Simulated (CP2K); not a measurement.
Crystal: Si2W.

```
W Si
1.0
     4.52671    0.00000    0.00000
     2.24503    3.93077    0.00000
    -3.38587   -1.96538    2.27250
W Si
1 2
Cartesian
  0.0000 0.0000 0.0000
  4.5052 2.6151 0.0000
  2.2665 1.3156 0.0000
```

Base run:

```yaml
Program: CP2K 2026.2
Functional: BLYP
Potentials_or_basis: POTENTIAL_UZH W GTH-PBE-q14, Si GTH-PBE-q4; TZVP-MOLOPT-PBE-GTH basis
Density_cutoff: 9184 eV
k_mesh: 12 × 12 × 12
Occupations: fermi-dirac, width 0.05 eV
Spin: no spin polarisation
```

Its results: band gap on the k mesh none (metal or under the smearing width); pressure 10.2 GPa.

Problem. The run is repeated on the same cell with these changes: functional from BLYP to WC. What comes out?

Solution. Band gap on the k mesh none (metal or under the smearing width); pressure 0.5 GPa.

WC binds more tightly than BLYP, so the same cell stands under less pressure.

Caveats: the potentials were made for another functional, which shifts forces and pressure; spin-orbit coupling is left out, which moves the levels of the heavy elements; the basis of atomic orbitals isn't converged, which shifts pressures, moduli and gaps.
